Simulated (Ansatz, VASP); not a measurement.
**CsH: VASP beside Ansatz**

POSCAR

```
CsH
1.0
    0.0000000000      3.1880000000      3.1880000000
    3.1880000000      0.0000000000      3.1880000000
    3.1880000000      3.1880000000      0.0000000000
Cs H
1 1
Direct
    0.0117628607     -0.0117628607      0.0117628607
    0.5000000000      0.5000000000      0.5000000000
```

File INCAR.step1:

```
SYSTEM = CsH
PREC = Accurate
ENCUT = 520
ISMEAR = 0
SIGMA = 0.05
LREAL = .FALSE.
LASPH = .TRUE.
NELM = 60
NBANDS = 12
GGA = PE
ALGO = Normal
EDIFF = 1E-4
LWAVE = .TRUE.
LCHARG = .FALSE.
```

File INCAR.step2:

```
SYSTEM = CsH
PREC = Accurate
ENCUT = 520
EDIFF = 1E-6
ISMEAR = 0
SIGMA = 0.05
LREAL = .FALSE.
LASPH = .TRUE.
NELM = 60
ALGO = Normal
ISIF = 2
LWAVE = .FALSE.
LCHARG = .TRUE.
METAGGA = R2SCAN
LMIXTAU = .TRUE.
LELF = .TRUE.
LVHAR = .TRUE.
NBANDS = 12
ISTART = 1
```

The input KPOINTS:

```
Automatic mesh
0
G
  6 6 6
  0 0 0
```

Input for Ansatz:

```yaml
crystal:
  lattice:
    - [0.0, 3.188, 3.188]
    - [3.188, 0.0, 3.188]
    - [3.188, 3.188, 0.0]
  atoms:
    - { symbol: Cs, position: [0.0117628607, -0.0117628607, 0.0117628607] }
    - { symbol: H, position: [0.5, 0.5, 0.5] }
basis:
  ecutwfc: 500
kpoints:
  mp_grid: { grid: [6, 6, 6] }
hamiltonian:
  xc: r2scan
scf:
  occupations: { method: gaussian, width: 0.05 }
output:
  forces: true
  stress: true
  eigenvalues: true
```

Change from the starting cell: all Cs atoms moved +0.075 Å, as atom 1 along Cartesian [0 1 0].

Alike in both runs: task single point; functional r2SCAN; k mesh 6 × 6 × 6; occupations gaussian, width 0.05 eV; no spin polarisation.

|  | VASP | Ansatz |
| --- | --- | --- |
| version | VASP 6.6.1 | Ansatz 0.2.0 |
| potentials or method | VASP PAW PBE potentials, release 64 (Cs_sv, H) | scalar-relativistic, plane waves, PAW |
| plane-wave cutoff (eV) | 520 | 500 |
| valence electrons in the cell | 10 | 10 |

Ansatz gave:

| Item | Value |
| --- | --- |
| gap on the k mesh at the Fermi level (eV) | 2.69 |
| least direct gap on the mesh (eV) | 2.69 |
| pressure (GPa) | 0.0 |
| rms of the force components (eV/Å) | 0.026 |

Estimate VASP's values.

gap on the k mesh at the Fermi level (eV): 2.67; least direct gap on the mesh (eV): 2.67; pressure (GPa): 0.1; rms of the force components (eV/Å): 0.027.

Atom by atom the forces differ by 0.000 eV/Å (rms over components).

Caveats: the PAW data sets were made with another functional, which shifts forces and pressure a little (VASP); spin-orbit coupling is left out, which moves the levels of the heavy elements. A k mesh can miss the band edges.
